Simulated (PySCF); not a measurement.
# Sn (I4_1/amd) in PySCF: a series of runs

One crystal, Sn, is run at these levels: PBEsol; tasks: single point, equation of state.

Program: PySCF 2.14.0. These are calculated values, not measurements. Logs are shortened: lines on timing, memory, paths and dates and some standing lists are left out, and cuts for length are marked.

**1. The crystal as given**

Symmetry: I4_1/amd, No. 141, tetragonal system. The conventional cell has a = 5.880 Å, b = 5.880 Å, c = 3.199 Å, α = 90.00°, β = 90.00°, γ = 90.00°. Sn (site symmetry -4m2) has 6 Sn at 3.05 to 3.20 Å as nearest neighbours.

**2. Single point, PBEsol, 25.99 Å³/atom (volume scaled by 0.94)**

Contents of run.py:

```python
import json
import numpy as np
from pyscf.pbc import gto, scf, dft, df
from pyscf.pbc.tools import pyscf_ase
from ase.io import read

atoms = read('POSCAR')
cell = pyscf_ase.cell_from_ase(atoms)
cell.basis = 'DZVP-MOLOPT-SR-GTH-q4'
cell.pseudo = 'GTH-PBE-q4'
cell.ke_cutoff = 50  # hartree
cell.exp_to_discard = 0.02
cell.precision = 1e-08
cell.max_memory = 5880  # MB
cell.verbose = 4
cell.build()

res = {}
kpts = cell.make_kpts([6, 6, 6])
mf = dft.KRKS(cell, kpts, xc='pbesol')
mf = mf.multigrid_numint()
mf = mf.smearing(sigma=0.00183747, method='fermi')  # hartree
mf.conv_tol = 1e-07
mf.max_cycle = 60

atoms.calc = pyscf_ase.PySCF(method=mf)
print('ASE energy = %.8f eV' % atoms.get_potential_energy())
mf = atoms.calc.method_scan
res.update(converged=bool(mf.converged), e_tot=mf.e_tot, nelec=cell.nelectron, nao=cell.nao, mesh=list(map(int, cell.mesh)), a=cell.lattice_vectors().tolist(), coords=cell.atom_coords().tolist(),
           mo_energy=[np.real(x).tolist() for x in mf.mo_energy], mo_occ=[np.real(x).tolist() for x in mf.mo_occ])
res.update(e_free=mf.e_free, e_zero=mf.e_zero)
res.update(kpts=cell.get_scaled_kpts(kpts).tolist())
res['parts'] = {k: float(np.real(v)) for k, v in mf.scf_summary.items() if np.isscalar(v)}
json.dump(res, open('results.json', 'w'))
if not mf.converged:
    raise SystemExit('SCF not converged')

print('levels (eV)')
for i, kp in enumerate(res['kpts'][:40]):
    print('k %7.4f %7.4f %7.4f  ' % tuple(kp), ' '.join('%.3f' % (x * 27.211386) for x in res['mo_energy'][i][:9]))

# Mulliken populations
dm, s = np.asarray(mf.make_rdm1()), np.asarray(mf.get_ovlp())
sites = cell.aoslice_by_atom()[:, 2:]
tot = np.einsum('kij,kji->i', dm, s).real / len(kpts)
res['mulliken'] = [cell.atom_charge(i) - tot[a0:a1].sum() for i, (a0, a1) in enumerate(sites)]
print('Mulliken charges', np.round(res['mulliken'], 5))
res['done'] = True
json.dump(res, open('results.json', 'w'))
```

Contents of POSCAR:

```
Sn
1.0
   -2.8801207477      2.8801207477      1.5666540120
    2.8801207477     -2.8801207477      1.5666540120
    2.8801207477      2.8801207477     -1.5666540120
Sn
2
Direct
    0.0000000000      0.0000000000      0.0000000000
    0.7500000000      0.2500000000      0.5000000000
```

Potentials or basis: DZVP-MOLOPT-SR/GTH-PBE (potentials made for PBE).

Command:

```console
OMP_NUM_THREADS=4 python -u run.py > log
```

The log of the run:

```text
Discarded 0 diffused primitive functions, 0 contracted functions

PySCF version 2.14.0

[INPUT] verbose = 4
[INPUT] num. atoms = 2
[INPUT] num. electrons = 8
[INPUT] charge = 0
[INPUT] spin (= nelec alpha-beta = 2S) = 0
[INPUT] symmetry False subgroup None
[INPUT] Mole.unit = angstrom
[INPUT] Symbol           X                Y                Z      unit          X                Y                Z       unit  Magmom
[INPUT]  1 Sn     0.000000000000   0.000000000000   0.000000000000 AA    0.000000000000   0.000000000000   0.000000000000 Bohr   0.0
[INPUT]  2 Sn    -0.000000000000   2.880120747700   0.783327006000 AA   -0.000000000000   5.442639418831   1.480273507316 Bohr   0.0

nuclear repulsion = -8.16985268451791
number of shells = 6
number of NR pGTOs = 90
number of NR cGTOs = 26
basis = DZVP-MOLOPT-SR-GTH-q4
ecp = {}
lattice vectors  a1 [-5.442639419, 5.442639419, 2.960547015]
                 a2 [5.442639419, -5.442639419, 2.960547015]
                 a3 [5.442639419, 5.442639419, -2.960547015]
dimension = 3
low_dim_ft_type = None
Cell volume = 350.793
exp_to_discard = 0.02
rcut = 31.242149115887468 (nimgs = [7 7 5])
precision = 1e-08
pseudo = GTH-PBE-q4
ke_cutoff = 50
    = [29 29 29] mesh (24389 PWs)
Create scanner for <class 'pyscf.pbc.scf.smearing.SmearingKRKS'>
Set new lattice vectors
[[-2.88012075  2.88012075  1.56665401]
 [ 2.88012075 -2.88012075  1.56665401]
 [ 2.88012075  2.88012075 -1.56665401]]
New geometry
   1 Sn     0.000000000000   0.000000000000   0.000000000000 AA    0.000000000000   0.000000000000   0.000000000000 Bohr
   2 Sn    -0.000000000000   2.880120747700   0.783327006000 AA   -0.000000000000   5.442639418831   1.480273507316 Bohr
Discarded 0 diffused primitive functions, 0 contracted functions

******** <class 'pyscf.scf.hf.SmearingKRKS_Scanner'> ********
method = SmearingKRKS_Scanner
initial guess = minao
damping factor = 0
level_shift factor = 0
DIIS = <class 'pyscf.scf.diis.CDIIS'>
diis_start_cycle = 1
diis_space = 8
diis_damp = 0
SCF conv_tol = 1e-07
SCF conv_tol_grad = None
SCF max_cycles = 60
direct_scf = True
direct_scf_tol = 1e-13

******** PBC SCF flags ********
N kpts = 216
Exchange divergence treatment (exxdiv) = ewald
    madelung (= occupied orbital energy shift) = 0.0655903767041409
    Total energy shift due to Ewald probe charge = -1/2 * Nelec*madelung = -0.262361506817
Smearing method = fermi
DF object = <pyscf.pbc.df.fft.FFTDF object>
XC functionals = pbesol
small_rho_cutoff = 0
Uniform grid, mesh = [29 29 29]
Set gradient conv threshold to 0.000316228
nelec by numeric integration = 8.0
init E= -6.90759422528216
    sigma = 0.00183747  Optimized mu = 0.266694007848  entropy = 0.179469869946
nelec by numeric integration = 8.000000000000007
    Total E(T) = -6.96397519506134  Free energy = -6.96430496556326  E0 = -6.9641400803123
cycle= 1 E= -6.96397519506134  delta_E= -0.0564  |g|= 0.212  |ddm|= 31.4
    sigma = 0.00183747  Optimized mu = 0.261929009483  entropy = 0.177251759924
nelec by numeric integration = 8.000000000000004
    Total E(T) = -6.96419650188554  Free energy = -6.96452219667685  E0 = -6.9643593492812
cycle= 2 E= -6.96419650188554  delta_E= -0.000221  |g|= 0.0233  |ddm|= 1.74
    sigma = 0.00183747  Optimized mu = 0.262212514213  entropy = 0.176103057135
nelec by numeric integration = 8.000000000000005
    Total E(T) = -6.96420199681902  Free energy = -6.96452558090342  E0 = -6.96436378886122
cycle= 3 E= -6.96420199681902  delta_E= -5.49e-06  |g|= 0.00272  |ddm|= 0.238
    sigma = 0.00183747  Optimized mu = 0.262220512529  entropy = 0.176366200499
nelec by numeric integration = 8.000000000000004
    Total E(T) = -6.96420157153577  Free energy = -6.9645256391382  E0 = -6.96436360533699
cycle= 4 E= -6.96420157153577  delta_E= 4.25e-07  |g|= 0.000217  |ddm|= 0.0298
    sigma = 0.00183747  Optimized mu = 0.262220159049  entropy = 0.176361308623
nelec by numeric integration = 8.000000000000005
    Total E(T) = -6.96420158045115  Free energy = -6.96452563906491  E0 = -6.96436360975803
cycle= 5 E= -6.96420158045115  delta_E= -8.92e-09  |g|= 0.000284  |ddm|= 0.00221
    sigma = 0.00183747  Optimized mu = 0.26222014056  entropy = 0.176360944874
nelec by numeric integration = 8.000000000000007
    Total E(T) = -6.96420158085838  Free energy = -6.96452563880375  E0 = -6.96436360983107
Extra cycle  E= -6.96420158085838  delta_E= -4.07e-10  |g|= 0.000424  |ddm|= 0.00307
converged SCF energy = -6.96420158085838
ASE energy = -189.50557754 eV
levels (eV)
k  0.0000  0.0000  0.0000   -4.449 3.487 4.902 4.902 9.780 13.872 13.872 14.416 14.585
k -0.0000  0.0000  0.1667   -4.201 1.756 5.204 6.092 11.183 11.843 12.656 14.387 14.655
k -0.0000  0.0000  0.3333   -3.441 -0.391 6.098 7.303 9.497 10.543 14.065 14.228 14.760
k -0.0000  0.0000  0.5000   -2.161 -2.161 7.547 7.547 8.712 8.712 13.973 13.973 17.282
k -0.0000  0.0000  0.6667   -3.441 -0.391 6.098 7.303 9.497 10.543 14.065 14.228 14.760
k  0.0000 -0.0000  0.8333   -4.201 1.756 5.204 6.092 11.183 11.843 12.656 14.387 14.655
[... 32 lines left out ...]
k  0.1667  0.0000  0.3333   -2.364 -0.843 6.095 7.617 9.172 9.753 10.753 11.679 17.328
k  0.1667  0.0000  0.5000   -2.364 -0.843 6.095 7.617 9.172 9.753 10.753 11.679 17.328
Mulliken charges [-0.00012  0.00012]
```

It took 2.5 min on 4 threads of Intel Xeon at 2.50GHz (Skylake/Cascade Lake), shared host; peak memory 2.2 GiB.

Results:

| Quantity | Value |
| --- | --- |
| Free energy | -189.5144 eV |
| Band gap on the k mesh | none (metal or under the smearing width) |

Caveat: the k mesh is coarse (spacing up to 0.38 Å⁻¹), so the values aren't converged; the potentials were made for another functional, which shifts forces and pressure; the basis of atomic orbitals isn't converged, which shifts pressures, moduli and gaps.

**3. Single point, PBEsol, 26.54 Å³/atom (volume scaled by 0.96)**

run.py is that of step 2.

Contents of POSCAR:

```
Sn
1.0
   -2.9004039564      2.9004039564      1.5776871502
    2.9004039564     -2.9004039564      1.5776871502
    2.9004039564      2.9004039564     -1.5776871502
Sn
2
Direct
    0.0000000000      0.0000000000      0.0000000000
    0.7500000000      0.2500000000      0.5000000000
```

Potentials or basis: DZVP-MOLOPT-SR/GTH-PBE (potentials made for PBE).

Command:

```console
OMP_NUM_THREADS=4 python -u run.py > log
```

Run time: 2.2 min. Hardware: 4 threads of Intel Xeon at 2.50GHz (Skylake/Cascade Lake), shared host; peak memory 2.2 GiB.

Results (log left out):

* Free energy: -189.5505 eV
* Band gap on the k mesh: none (metal or under the smearing width)

Caveat: the k mesh is coarse (spacing up to 0.38 Å⁻¹), so the values aren't converged; the potentials were made for another functional, which shifts forces and pressure; the basis of atomic orbitals isn't converged, which shifts pressures, moduli and gaps.

**4. Single point, PBEsol, 27.10 Å³/atom (volume scaled by 0.98)**

run.py is that of step 3.

Contents of POSCAR:

```
Sn
1.0
   -2.9204073745      2.9204073745      1.5885680951
    2.9204073745     -2.9204073745      1.5885680951
    2.9204073745      2.9204073745     -1.5885680951
Sn
2
Direct
    0.0000000000      0.0000000000      0.0000000000
    0.7500000000      0.2500000000      0.5000000000
```

Command:

```console
OMP_NUM_THREADS=4 python -u run.py > log
```

It took 2.3 min on 4 threads of Intel Xeon at 2.50GHz (Skylake/Cascade Lake), shared host; peak memory 2.2 GiB.

The run converged. Its results:

| Item | Value |
| --- | --- |
| Free energy | -189.5765 eV |
| Band gap on the k mesh | none (metal or under the smearing width) |

Caveat: the k mesh is coarse (spacing up to 0.38 Å⁻¹), so the values aren't converged; the potentials were made for another functional, which shifts forces and pressure; the basis of atomic orbitals isn't converged, which shifts pressures, moduli and gaps.

**5. Single point, PBEsol, 27.65 Å³/atom**

run.py is that of step 4.

Contents of POSCAR:

```
Sn
1.0
   -2.9401404553      2.9401404553      1.5993019889
    2.9401404553     -2.9401404553      1.5993019889
    2.9401404553      2.9401404553     -1.5993019889
Sn
2
Direct
    0.0000000000      0.0000000000      0.0000000000
    0.7500000000      0.2500000000      0.5000000000
```

Command:

```console
OMP_NUM_THREADS=4 python -u run.py > log
```

It took 2.4 min on 4 threads of Intel Xeon at 2.50GHz (Skylake/Cascade Lake), shared host; peak memory 2.2 GiB.

Results (log left out):

| Quantity | Value |
| --- | --- |
| Free energy | -189.5937 eV |
| Band gap on the k mesh | none (metal or under the smearing width) |

Caveat: the k mesh is coarse (spacing up to 0.37 Å⁻¹), so the values aren't converged; the potentials were made for another functional, which shifts forces and pressure; the basis of atomic orbitals isn't converged, which shifts pressures, moduli and gaps.

**6. Single point, PBEsol, 28.20 Å³/atom (volume scaled by 1.02)**

run.py is that of step 5.

Contents of POSCAR:

```
Sn
1.0
   -2.9596121516      2.9596121516      1.6098937015
    2.9596121516     -2.9596121516      1.6098937015
    2.9596121516      2.9596121516     -1.6098937015
Sn
2
Direct
    0.0000000000      0.0000000000      0.0000000000
    0.7500000000      0.2500000000      0.5000000000
```

Potentials or basis: DZVP-MOLOPT-SR/GTH-PBE (potentials made for PBE).

Command:

```console
OMP_NUM_THREADS=4 python -u run.py > log
```

It took 2.2 min on 4 threads of Intel Xeon at 2.50GHz (Skylake/Cascade Lake), shared host; peak memory 2.2 GiB.

It converged, with:

| Property | Result |
| --- | --- |
| Free energy | -189.6029 eV |
| Band gap on the k mesh | none (metal or under the smearing width) |

Caveat: the k mesh is coarse (spacing up to 0.37 Å⁻¹), so the values aren't converged; the potentials were made for another functional, which shifts forces and pressure; the basis of atomic orbitals isn't converged, which shifts pressures, moduli and gaps.

**7. Single point, PBEsol, 28.76 Å³/atom (volume scaled by 1.04)**

run.py is that of step 6.

Contents of POSCAR:

```
Sn
1.0
   -2.9788309508      2.9788309508      1.6203478496
    2.9788309508     -2.9788309508      1.6203478496
    2.9788309508      2.9788309508     -1.6203478496
Sn
2
Direct
    0.0000000000      0.0000000000      0.0000000000
    0.7500000000      0.2500000000      0.5000000000
```

Command:

```console
OMP_NUM_THREADS=4 python -u run.py > log
```

Wall time 2.3 min (4 threads of Intel Xeon at 2.50GHz (Skylake/Cascade Lake), shared host); peak memory 2.2 GiB.

Results (log left out):

```
Free energy            : -189.6051 eV
Band gap on the k mesh : none (metal or under the smearing width)
```

Caveat: the k mesh is coarse (spacing up to 0.37 Å⁻¹), so the values aren't converged; the potentials were made for another functional, which shifts forces and pressure; the basis of atomic orbitals isn't converged, which shifts pressures, moduli and gaps.

**8. Single point, PBEsol, 29.31 Å³/atom (volume scaled by 1.06)**

run.py is that of step 7.

Contents of POSCAR:

```
Sn
1.0
   -2.9978049079      2.9978049079      1.6306688148
    2.9978049079     -2.9978049079      1.6306688148
    2.9978049079      2.9978049079     -1.6306688148
Sn
2
Direct
    0.0000000000      0.0000000000      0.0000000000
    0.7500000000      0.2500000000      0.5000000000
```

Command:

```console
OMP_NUM_THREADS=4 python -u run.py > log
```

It took 2.2 min on 4 threads of Intel Xeon at 2.50GHz (Skylake/Cascade Lake), shared host; peak memory 2.2 GiB.

Results (log left out):

* Free energy: -189.6009 eV
* Band gap on the k mesh: none (metal or under the smearing width)

Caveat: the k mesh is coarse (spacing up to 0.37 Å⁻¹), so the values aren't converged; the potentials were made for another functional, which shifts forces and pressure; the basis of atomic orbitals isn't converged, which shifts pressures, moduli and gaps.

**9. Equation of state, PBEsol**

Potentials or basis: DZVP-MOLOPT-SR/GTH-PBE (potentials made for PBE).

This step only gathers the single runs of the series.

The run converged. Its results:

- Equilibrium volume: 28.66 Å³/atom
- Bulk modulus at fixed shape and positions: 48 GPa
- Pressure derivative of the bulk modulus: 4.9

Energy against volume, from the lowest point:
```
volume (Å³/atom)  energy (meV/atom)
          25.991              45.34
          26.544              27.30
          27.097              14.27
          27.650               5.69
          28.203               1.07
          28.756               0.00
          29.309               2.09
```

Caveat: the k mesh is coarse (spacing up to 0.37 Å⁻¹), so the values aren't converged; the potentials were made for another functional, which shifts forces and pressure; the cell was scaled at fixed shape and fractional positions, which overstates the stiffness of a crystal with free parameters, most of all of layers and chains; the basis of atomic orbitals isn't converged, which shifts pressures, moduli and gaps.
